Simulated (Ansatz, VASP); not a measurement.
One calculation of InAs, two programs

File POSCAR:

```
InAs
1.0
    0.0000000000      3.0180000000      3.0180000000
    3.0180000000      0.0000000000      3.0180000000
    3.0180000000      3.0180000000      0.0000000000
In As
1 1
Direct
    0.0000000000      0.0000000000      0.0000000000
    0.7500000000      0.7500000000      0.7500000000
```

The input INCAR.step1:

```
ALGO = Normal ; EDIFF = 1E-5
ENCUT = 520 ; GGA = PE
ISIF = 2 ; ISMEAR = -1
LASPH = True ; LCHARG = False
LREAL = False ; LWAVE = True
NELM = 80 ; PREC = Accurate
SIGMA = 0.05
```

INCAR.step2

```
AEXX = 0.25 ; ALGO = Normal
EDIFF = 1E-6 ; ENCUT = 520
GGA = PS ; HFRCUT = -1
ISIF = 2 ; ISMEAR = -1
ISTART = 1 ; LASPH = True
LCHARG = False ; LHFCALC = True
LREAL = False ; LWAVE = False
NELM = 80 ; PREC = Accurate
PRECFOCK = Fast ; SIGMA = 0.05
```

File KPOINTS:

```
k-points
0
Gamma
  4 4 4
```

Contents of KPOINTS_OPT:

```
path GXWKGLUWLK,UX
10
line-mode
reciprocal
 0.0000000000  0.0000000000  0.0000000000  G
 0.5000000000  0.0000000000  0.5000000000  X

 0.5000000000  0.0000000000  0.5000000000  X
 0.5000000000  0.2500000000  0.7500000000  W

 0.5000000000  0.2500000000  0.7500000000  W
 0.3750000000  0.3750000000  0.7500000000  K

 0.3750000000  0.3750000000  0.7500000000  K
 0.0000000000  0.0000000000  0.0000000000  G

 0.0000000000  0.0000000000  0.0000000000  G
 0.5000000000  0.5000000000  0.5000000000  L

 0.5000000000  0.5000000000  0.5000000000  L
 0.6250000000  0.2500000000  0.6250000000  U

 0.6250000000  0.2500000000  0.6250000000  U
 0.5000000000  0.2500000000  0.7500000000  W

 0.5000000000  0.2500000000  0.7500000000  W
 0.5000000000  0.5000000000  0.5000000000  L

 0.5000000000  0.5000000000  0.5000000000  L
 0.3750000000  0.3750000000  0.7500000000  K

 0.6250000000  0.2500000000  0.6250000000  U
 0.5000000000  0.0000000000  0.5000000000  X
```

The input input.yaml:

```yaml
crystal:
  lattice:
    - [0.0, 3.018, 3.018]
    - [3.018, 0.0, 3.018]
    - [3.018, 3.018, 0.0]
  atoms:
    - { symbol: In, position: [0.0, 0.0, 0.0] }
    - { symbol: As, position: [0.75, 0.75, 0.75] }
hamiltonian:
  xc: { exchange: pbesol, correlation: pbesol, exx: { coeff: 0.25 } }
  pseudopotentials: { kind: paw }
kpoints:
  mp_grid: { grid: [4, 4, 4] }
  band_path:
    path:
      - [[0.0, 0.0, 0.0], [0.5, 0.0, 0.5], [0.5, 0.25, 0.75], [0.375, 0.375, 0.75], [0.0, 0.0, 0.0], [0.5, 0.5, 0.5], [0.625, 0.25, 0.625], [0.5, 0.25, 0.75], [0.5, 0.5, 0.5], [0.375, 0.375, 0.75]]
      - [[0.625, 0.25, 0.625], [0.5, 0.0, 0.5]]
    npoints: 4
scf:
  occupations: { method: fermi_dirac, width: 0.05 }
  n_extra_bands: 6
output:
  forces: true
  stress: true
  eigenvalues: true
  fatbands: false
```

Alike in both runs: task band structure; functional PBEsol0; k mesh 4 × 4 × 4; occupations fermi-dirac, width 0.05 eV; no spin polarisation.

|  | VASP | Ansatz |
| --- | --- | --- |
| version | VASP 6.6.1 | Ansatz 0.2.0 |
| potentials or method | VASP PAW PBE potentials, release 64 (In_d, As) | Ansatz PAW |
| plane-wave cutoff (eV) | 520 | 420 |
| valence electrons in the cell | 18 | 28 |

VASP gave:

- gap on the k mesh at the Fermi level (eV): 1.17
- least direct gap on the mesh (eV): 1.17
- gap along the band path (eV): 1.17
- pressure (GPa): 0.0

**Question.** Which values does Ansatz return?

**Answer.** gap on the k mesh at the Fermi level (eV): 1.14; least direct gap on the mesh (eV): 1.14; gap along the band path (eV): 1.14; pressure (GPa): 0.3.

The two sets of potentials don't hold the same shells in valence.

Caveats: the k mesh is coarse (spacing up to 0.45 Å⁻¹), so the values aren't converged, least of all with exact exchange; spin-orbit coupling is left out, which moves the levels of the heavy elements; the PAW data sets were made with another functional, which shifts forces and pressure a little (VASP); the PAW data sets come from PBE, with cores solved anew for the run's functional, which leaves a small shift of forces and pressure (Ansatz); the thresholds are loose for stress (Ansatz).
